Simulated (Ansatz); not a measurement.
# C (Fd-3m) in Ansatz: further runs

The runs below take C through electron localisation function, relaxation of cell and atoms, single point, with r2SCAN+D4, revPBE+D3(BJ), CAM-B3LYP.

Program: Ansatz 0.2.0. These are calculated values, not measurements. Logs are shortened: lines on timing, memory, paths and dates and some standing lists are left out, and cuts for length are marked.

## Step 1: The structure

Symmetry: Fd-3m, No. 227, cubic system. The conventional cell has a = 3.567 Å, b = 3.567 Å, c = 3.567 Å, α = 90.00°, β = 90.00°, γ = 90.00°. Around C (site symmetry -43m) lie 4 C at 1.54 Å.

This isn't the form of C at room conditions, which is graphite.

## Step 2: Electron localisation function, r2SCAN+D4

Input file run.py:

```python
import json

import numpy as np

import ansatz as az

calculation = (
    az.Crystal.from_extxyz("C.xyz")
    .calculation()
    .kpoints(13, 13, 13)
    .functional("r2scan", dispersion="d4")
    .pseudopotentials(kind="nc")
    .occupations(method="gaussian", width=0.05)
    .density()
    .potential()
    .output_files(volumetric_format="npy")
    .electron_localization_function()
    .forces()
    .stress()
    .band_table(publish=True)
)
outcome = calculation.run(threads=2, events_out="events.jsonl")

report = outcome.report
for line in open("events.jsonl"):
    event = json.loads(line)
    if event["event"] == "scf_iter":
        d = event["data"]
        print(f"SCF {d['iter']:3d}  HF = {d['harris_foulkes_ev']:.6f} eV  dr2 = {d['dr2_ev']:.2e} eV")
    elif event["event"] in ("relax_step", "md_step"):
        d = event["data"]
        print(f"{event['event']} {d['step']:3d}  E = {d['lagrangian_ev']:.6f} eV")
np.set_printoptions(precision=5, suppress=True, linewidth=110)
print("converged:", report["converged"], "after", report["n_iterations"], "iterations")
print(f"free energy {report['free_energy_ev']:.6f} eV, Fermi level {report['fermi_energy_ev']:.4f} eV")
for key in ("band_edges_ev", "magnetization_mub", "site_moments_mub", "site_moments_nc_mub", "forces_ev_ang",
                "stress_gpa", "kpoints_frac", "eigenvalues_ev"):
    if report.get(key) is not None:
        print(key, np.array(report[key]), sep="\n")
```

Input file C.xyz:

```xyz
2
Lattice="0.0000000000 1.7833700000 1.7833700000 1.7833700000 0.0000000000 1.7833700000 1.7833700000 1.7833700000 0.0000000000" Properties=species:S:1:pos:R:3 pbc="T T T"
C      2.6750550000      2.6750550000      2.6750550000
C      1.7833700000      1.7833700000      1.7833700000
```

Potentials or basis: as the typed override names.

Run with:

```console
> python run.py
```

What it wrote:

```text
DeckWarning: basis.ecutwfc = 1200 eV, auto-derived from the records' recommended cutoffs: set by C (normal level)
PlacementWarning: RAYON_NUM_THREADS=2 ignored (pool sized by the plan → 2); use plan(threads=…)
SCF   1  HF = -321.967365 eV  dr2 = 1.60e+00 eV
SCF   2  HF = -321.668023 eV  dr2 = 2.52e-01 eV
SCF   3  HF = -321.662176 eV  dr2 = 1.44e-03 eV
SCF   4  HF = -321.662682 eV  dr2 = 3.66e-05 eV
SCF   5  HF = -321.662670 eV  dr2 = 6.31e-09 eV
SCF   6  HF = -321.662670 eV  dr2 = 1.92e-10 eV
converged: True after 6 iterations
free energy -321.662670 eV, Fermi level 15.4949 eV
band_edges_ev
[13.3085  17.68171]
magnetization_mub
0.0
forces_ev_ang
[[-0.  0.  0.]
 [-0. -0. -0.]]
stress_gpa
[[-4.69989 -0.       0.     ]
 [-0.      -4.69989 -0.     ]
 [ 0.      -0.      -4.69989]]
kpoints_frac
[[ 0.       0.       0.     ]
 [ 0.       0.       0.07692]
 [ 0.       0.       0.15385]
 [ 0.       0.       0.23077]
 [ 0.       0.       0.30769]
 [ 0.       0.       0.38462]
 [ 0.       0.       0.46154]
[... 74 lines left out ...]
 [ 0.15385  0.46154 -0.38462]
 [ 0.15385  0.46154 -0.30769]
 [ 0.23077  0.46154 -0.30769]]
eigenvalues_ev
[[-9.35957 13.3085  13.3085  13.3085  19.19421 19.19421 19.19421 27.18262]
 [-9.18845 12.17103 13.01277 13.01277 19.58296 19.58296 19.86356 27.35523]
 [-8.67701  9.76299 12.34651 12.34651 20.46314 20.46314 20.93171 27.85793]
 [-7.83189  7.01649 11.62554 11.62554 21.35083 21.35083 21.69336 28.58759]
 [-6.66896  4.28113 11.01661 11.01661 21.93101 21.93101 22.13159 29.31987]
 [-5.23352  1.74312 10.58931 10.58931 22.17025 22.17025 22.36304 29.81785]
 [-3.75667 -0.29913 10.37102 10.37102 22.22367 22.22367 22.46401 30.02195]
[... 8 lines left out ...]
 [-6.07026  3.51358  9.7167  11.07353 21.94746 22.37703 22.82829 29.12766]
 [-7.32924  6.17011 10.12615 11.77469 21.26232 22.22705 22.36495 28.42925]
 [-8.28114  8.87199 10.76237 12.49837 20.38184 21.49985 21.70017 27.9143 ]
 [-8.9039  11.18843 11.69289 13.01507 19.6629  20.4339  20.77849 27.55865]
 [-8.44976 10.86313 10.86313 11.20491 18.58193 22.44892 22.44892 26.87174]
 [-7.82931  8.83394 10.10414 10.82562 18.80263 23.52826 23.58866 26.24242]
 [-6.88164  6.32254  9.54062 10.14176 19.59305 24.21539 24.36981 26.04867]
 [-5.62963  3.78575  9.22814  9.3345  20.31698 24.5765  24.64233 26.68399]
 [-4.14715  1.4503   8.60345  9.18585 20.77195 24.49606 24.72935 28.06169]
 [-2.91357 -0.12953  8.0503   9.41032 21.15266 24.11385 24.75553 29.46643]
 [-3.65537  0.79962  7.73089  9.87907 21.59786 23.59624 24.6886  29.74159]
 [-5.15991  3.0119   7.67965 10.54665 22.06981 22.91755 24.47657 28.81605]
 [-6.49998  5.50776  7.93122 11.32954 22.02273 22.38105 23.89007 27.9549 ]
 [-7.55118  7.7858   8.74074 12.07072 21.0418  22.29692 22.76661 27.78066]
 [-7.32332  9.049    9.30593  9.30593 18.09567 24.72397 24.96451 24.96451]
 [-6.48902  7.08663  8.70273  8.82712 18.36161 23.78713 25.9977  26.02907]
 [-5.34432  4.85088  7.95085  8.3584  19.14171 23.8449  26.55003 26.56085]
 [-3.93867  2.62787  7.00885  8.29818 19.73772 25.14728 26.52146 26.80334]
 [-2.51359  0.78164  6.2203   8.52289 20.17004 26.09726 26.78172 27.34552]
 [-2.54464  0.85002  5.68468  9.01204 20.68409 25.39874 26.78196 29.20605]
 [-3.9687   2.75548  5.47391  9.71812 21.32845 24.43805 26.57513 28.69825]
 [-5.36316  4.71787  5.92577 10.54868 21.98353 23.23458 25.59981 27.82862]
 [-5.76913  6.51259  8.04458  8.04458 17.74856 22.20781 27.45746 27.45746]
 [-4.73637  4.97144  7.22786  7.64221 18.12111 21.54496 28.3438  28.3649 ]
 [-3.42671  3.28966  5.97242  7.52862 18.84579 22.20187 28.55878 28.78011]
 [-1.9758   1.66429  4.77954  7.71037 19.31817 24.22946 28.17619 28.90585]
 [-1.37366  1.10261  3.9548   8.17191 19.82316 26.83383 27.30979 28.9219 ]
 [-2.57571  2.31277  3.87442  8.87039 20.51087 26.01879 28.37733 28.76175]
 [-3.81659  3.78854  7.171    7.171   17.68171 20.19107 29.64204 29.64204]
 [-2.61238  2.41862  6.37804  6.98695 18.18442 19.92733 30.18279 30.27284]
 [-1.20906  1.1835   4.98865  7.10313 18.72362 21.33374 29.91144 30.38774]
 [-0.40317  0.6756   3.76097  7.50999 19.1656  23.92907 28.90685 30.05457]
 [-1.51431  1.05991  6.72593  6.72593 18.00299 18.80857 31.03412 31.03412]
 [-0.22193 -0.15118  6.11333  6.76573 18.43287 19.15708 30.9342  31.07117]
 [-8.22422  9.46634 10.16819 12.07815 19.48491 22.28451 22.39689 27.29321]
 [-7.38317  7.15745  9.28569 11.47247 20.28777 22.87606 23.48679 27.18861]
 [-6.22703  4.56076  8.82095 10.72218 21.13537 23.03339 24.19181 27.63835]
 [-4.80256  2.09551  8.60378 10.04907 21.68577 22.89905 24.51995 28.68472]
 [-3.34298  0.09637  8.56446  9.6222  21.95123 22.71155 24.64399 29.67238]
 [-7.10185  7.72831  8.66125 10.30026 19.03926 24.32929 24.93587 25.33025]
 [-6.05509  5.60789  7.87333  9.6237  19.89088 24.55603 25.12164 26.04293]
 [-4.72237  3.2506   7.47316  8.94083 20.65267 24.4279  25.85468 26.79056]
 [-3.23094  1.12523  7.1315   8.6094  21.11787 24.15061 26.56992 27.9434 ]
 [-2.51393  0.25408  6.78357  8.77169 21.53509 23.75294 26.60842 29.27432]
 [-3.73641  1.82048  6.57697  9.30096 22.03366 23.21182 26.38016 28.66578]
 [-5.20192  4.07621  6.64197 10.05042 22.2353  22.7182  25.94814 27.29765]
 [-6.44256  6.18327  7.3039  10.8568  21.20097 23.00783 24.9385  26.77161]
 [-5.55545  5.90287  7.44055  8.37733 18.70429 22.93401 26.53772 27.47262]
 [-4.32666  4.14038  6.54857  7.78051 19.60058 23.11257 26.60079 28.39962]
[... 13 lines left out ...]
 [-3.04044  3.19727  5.40324  6.87827 20.97764 23.02651 26.36941 29.54094]
 [-1.61535  1.86427  4.6705   6.35413 21.93706 24.29355 26.10031 29.25733]
 [-0.97229  1.25697  4.15721  6.52205 22.39845 25.07335 27.16393 27.6837 ]
 [-2.15174  2.33967  4.2226   7.17776 22.94757 23.95508 26.33307 28.95845]
 [-0.89281  1.30656  5.16366  5.58073 21.25144 21.91785 28.22999 29.69917]
 [ 0.0011   0.72842  4.162    5.75881 21.90157 24.12898 27.54306 28.14496]
 [-0.31942  1.20853  4.27211  5.29098 24.13741 24.18302 26.00498 27.45721]]
```

Wall time 4.3 s (2 threads of Arm Neoverse V1, shared host); peak memory 0.46 GiB.

Results:

```yaml
Free_energy: -321.6627 eV
Pressure: -4.7 GPa
Band_gap_on_the_k_mesh: 4.37 eV, indirect (least direct gap 5.89 eV)
```

Levels at points of the mesh, in eV from the valence-band top:
| k point | band 2 | band 3 | band 4 | band 5 | band 6 | band 7 |
| --- | --- | --- | --- | --- | --- | --- |
| (0.00, 0.00, 0.00) | 0.00 | 0.00 | 0.00 | 5.89 | 5.89 | 5.89 |

Caveat: odd divisions of the mesh miss points on the zone boundary, where band edges often lie, so the gap on the mesh can be too wide. r2SCAN opens gaps a little over a GGA but as a rule still falls short of measured ones.

## Step 3: Relaxation of cell and atoms, revPBE+D3(BJ)

Input file run.py:

```python
import json

import ase.io
import numpy as np
from ase.calculators.calculator import CalculationFailed, Calculator
from ase.stress import full_3x3_to_voigt_6_stress
from ase.units import GPa
from ase.optimize import BFGS
from ase.filters import UnitCellFilter

import ansatz as az

class AnsatzCalculator(Calculator):
    implemented_properties = ["energy", "free_energy", "forces", "stress", "magmom"]

    def calculate(self, atoms, properties, system_changes):
        super().calculate(atoms, properties, system_changes)
        structure = atoms.copy()
        structure.set_constraint()
        structure.set_momenta(None)
        structure.set_masses(None)
        outcome = (
            az.Crystal.from_ase(structure)
            .calculation()
            .basis(xc_grid=2)
            .kpoints(11, 11, 11)
            .functional("revpbe", dispersion="d3bj")
            .pseudopotentials(kind="nc", source="spms")
            .scf(tolerance=2e-10)
            .occupations(method="methfessel_paxton", width=0.1)
            .forces()
            .stress()
            .run(threads=2)
        )
        if not outcome.report["converged"]:
            raise CalculationFailed("SCF not converged")
        report = outcome.report
        self.results = {
            "free_energy": report["lagrangian_ev"],
            "energy": report["lagrangian_ev"],
            "forces": np.array(report["forces_ev_ang"]),
            "stress": -GPa * full_3x3_to_voigt_6_stress(report["stress_gpa"]),
            "magmom": report["magnetization_mub"],
        }

np.set_printoptions(precision=5, suppress=True, linewidth=110)
atoms = ase.io.read("POSCAR", format="vasp")
atoms.calc = AnsatzCalculator()
BFGS(UnitCellFilter(atoms)).run(fmax=0.03, steps=30)
print(f"final energy {atoms.get_potential_energy():.6f} eV, volume {atoms.get_volume() / len(atoms):.4f} A^3/atom")
print("stress (GPa)", atoms.get_stress() / GPa)
print("cell (A)", atoms.cell[:], "scaled positions", atoms.get_scaled_positions(wrap=False), sep="\n")
```

Input file POSCAR:

```
C
1.0
    0.0000000000      1.7833700000      1.7833700000
    1.7833700000      0.0000000000      1.7833700000
    1.7833700000      1.7833700000      0.0000000000
C
2
Direct
    0.7500000000      0.7500000000      0.7500000000
    0.5000000000      0.5000000000      0.5000000000
```

Potentials or basis: SPMS NC.

Run with:

```console
> python run.py
```

What it wrote:

```text
DeckWarning: basis.ecutwfc = 1034.032677347544 eV, auto-derived from the records' recommended cutoffs: set by C (normal level)
PlacementWarning: RAYON_NUM_THREADS=2 ignored (pool sized by the plan → 2); use plan(threads=…)
      Step          Energy          fmax
BFGS:    0     -328.448650        0.256641
BFGS:    1     -328.451020        0.173323
BFGS:    2     -328.452959        0.004053
final energy -328.452959 eV, volume 5.5763 A^3/atom
stress (GPa) [-0.1158 -0.1158 -0.1158 -0.     -0.     -0.    ]
cell (A)
[[-0.      1.7733  1.7733]
 [ 1.7733  0.      1.7733]
 [ 1.7733  1.7733 -0.    ]]
scaled positions
[[0.75 0.75 0.75]
 [0.5  0.5  0.5 ]]
```

engine_input.yaml:

```text
crystal:
  lattice:
    - [0.0, 1.78337, 1.78337]
    - [1.78337, 0.0, 1.78337]
    - [1.78337, 1.78337, 0.0]
  atoms:
    - { symbol: C, position: [0.75, 0.75, 0.75] }
    - { symbol: C, position: [0.5, 0.5, 0.5] }
basis:
  xc_grid: 2
kpoints:
  mp_grid:
    grid: [11, 11, 11]
hamiltonian:
  xc: revpbe
  dispersion: d3bj
  pseudopotentials:
    kind: nc
    source: spms
scf:
  convergence:
    dr2_threshold: 2.0e-10
  occupations:
    method: methfessel_paxton
    width: 0.1
output:
  forces: true
  stress: true
```

Wall time 2.6 s (2 threads of Arm Neoverse V1, shared host); peak memory 0.37 GiB.

Results:

- Free energy: -328.4530 eV
- Relaxed volume: 5.58 Å³/atom
- Relaxed cell: a = 2.508 Å, b = 2.508 Å, c = 2.508 Å, α = 60.00°, β = 60.00°, γ = 60.00°
- Space group after relaxing (to 0.05 Å): Fd-3m (No. 227)
- Energy gained by relaxing: 2.2 meV/atom
- Ionic steps: 3
- Pressure after relaxing: 0.1 GPa
- Band gap on the k mesh: 4.27 eV

Step by step:
| step | energy change (eV) | largest force (eV/Å) | pressure (GPa) | volume (Å³) |
| --- | --- | --- | --- | --- |
| 1 | 0.0000 | 0.0000 | -7.25 | 11.34 |
| 2 | -0.0024 | 0.0000 | -4.91 | 11.28 |
| 3 | -0.0043 | 0.0000 | 0.12 | 11.15 |

Final structure:
```cif
data_structure
_symmetry_space_group_name_H-M 'P 1'
_symmetry_Int_Tables_number 1
_cell_length_a 2.5078
_cell_length_b 2.5078
_cell_length_c 2.5078
_cell_angle_alpha 60.000
_cell_angle_beta 60.000
_cell_angle_gamma 60.000
_cell_volume 11.15
loop_
_atom_site_label
_atom_site_type_symbol
_atom_site_fract_x
_atom_site_fract_y
_atom_site_fract_z
_atom_site_occupancy
C1 C 0.75000 0.75000 0.75000 1
C2 C 0.50000 0.50000 0.50000 1
```

Caveat: the potentials were made for another functional, which shifts forces and pressure; odd divisions of the mesh miss points on the zone boundary, where band edges often lie, so the gap on the mesh can be too wide; the pressure holds a Pulay correction of +0.9 GPa for the finite cutoff. A hybrid or GW would open this gap; revPBE tends to underestimate it.

## Step 4: Single point, CAM-B3LYP

Edit run.py of step 3 so:

```diff
@@ -7,4 +7,2 @@
 from ase.units import GPa
-from ase.optimize import BFGS
-from ase.filters import UnitCellFilter
 
@@ -24,9 +22,12 @@
             az.Crystal.from_ase(structure)
+            .symmetry(detect=False)
             .calculation()
+            .accuracy("high")
             .basis(xc_grid=2)
-            .kpoints(11, 11, 11)
-            .functional("revpbe", dispersion="d3bj")
-            .pseudopotentials(kind="nc", source="spms")
+            .kpoints(8, 8, 8)
+            .functional("cam_b3lyp")
+            .pseudopotentials(kind="paw", level="accurate")
             .scf(tolerance=2e-10)
-            .occupations(method="methfessel_paxton", width=0.1)
+            .occupations(method="fixed")
+            .initial_density(chi_scale=0.3)
             .forces()
@@ -50,5 +51,5 @@
 atoms.calc = AnsatzCalculator()
-BFGS(UnitCellFilter(atoms)).run(fmax=0.03, steps=30)
-print(f"final energy {atoms.get_potential_energy():.6f} eV, volume {atoms.get_volume() / len(atoms):.4f} A^3/atom")
-print("stress (GPa)", atoms.get_stress() / GPa)
-print("cell (A)", atoms.cell[:], "scaled positions", atoms.get_scaled_positions(wrap=False), sep="\n")
+print(f"free energy {atoms.get_potential_energy():.6f} eV")
+print("forces (eV/A)", atoms.get_forces(), sep="\n")
+print("stress (GPa, Voigt, tension positive)", atoms.get_stress() / GPa, sep="\n")
+print(f"moment {atoms.get_magnetic_moment():.4f} muB")
```

POSCAR is that of step 3.

Potentials or basis: Ansatz PAW accurate.

Run with:

```console
> python run.py
```

It took 7.1 min on 2 threads of Arm Neoverse V1, shared host; peak memory 4.1 GiB.

The run converged. Its results:

```yaml
Free_energy: -502.9575 eV
Pressure: -6.0 GPa
Band_gap_on_the_k_mesh: 8.64 eV, indirect (least direct gap 10.12 eV)
```

Levels at points of the mesh, in eV from the valence-band top:
| k point | band 2 | band 3 | band 4 | band 5 | band 6 |
| --- | --- | --- | --- | --- | --- |
| (0.00, 0.00, 0.00) | 0.00 | 0.00 | 0.00 | 10.12 | 10.12 |
| (0.00, 0.00, -0.50) | -15.06 | -3.22 | -3.22 | 13.37 | 13.37 |
| (0.00, -0.50, 0.00) | -15.06 | -3.22 | -3.22 | 13.37 | 13.37 |
| (0.00, -0.50, -0.50) | -14.48 | -7.11 | -7.11 | 9.33 | 9.33 |
| (-0.50, 0.00, 0.00) | -15.06 | -3.22 | -3.22 | 13.37 | 13.37 |
| (-0.50, 0.00, -0.50) | -14.48 | -7.11 | -7.11 | 9.33 | 9.33 |
| (-0.50, -0.50, 0.00) | -14.48 | -7.11 | -7.11 | 9.33 | 9.33 |
| (-0.50, -0.50, -0.50) | -15.06 | -3.22 | -3.22 | 13.37 | 13.37 |

Caveat: the potentials were made for another functional, which shifts forces and pressure; the thresholds are loose for stress. A k mesh can miss the band edges.

## Step 5: Summary

| task | level | potentials or basis | cell | k mesh | cutoff (eV) | smearing | driver | optimizer | fmax | steps | filter | other keys | gap on the mesh (eV) | pressure (GPa) |
| --- | --- | --- | --- | --- | --- | --- | --- | --- | --- | --- | --- | --- | --- | --- |
| electron localisation function | r2SCAN+D4 | as the typed override names | as given | 13 × 13 × 13 | 1200 | gaussian 0.05 eV | chain | - | - | - | - | hamiltonian.xc = r2scan; hamiltonian.pseudopotentials = kind nc | 4.37 | -4.7 |
| relaxation of cell and atoms | revPBE+D3(BJ) | SPMS NC | relaxed | 11 × 11 × 11 | 1034 | methfessel-paxton 0.1 eV | calculator | BFGS | 0.03 | 30 | UnitCellFilter | - | 4.27 | 0.1 |
| single point | CAM-B3LYP | Ansatz PAW accurate | as given | 8 × 8 × 8 | 800 | fixed | calculator | - | - | - | - | accuracy = high; scf.initial_density.chi_scale = 0.3; … | 8.64 | -6.0 |

Alike in all rows: no spin polarisation.

Caveats: odd divisions of the mesh miss points on the zone boundary, where band edges often lie, so the gap on the mesh can be too wide (some runs); the potentials were made for another functional, which shifts forces and pressure (some runs); the thresholds are loose for stress (some runs).

Absolute energies hang on the potentials; compare differences alone.
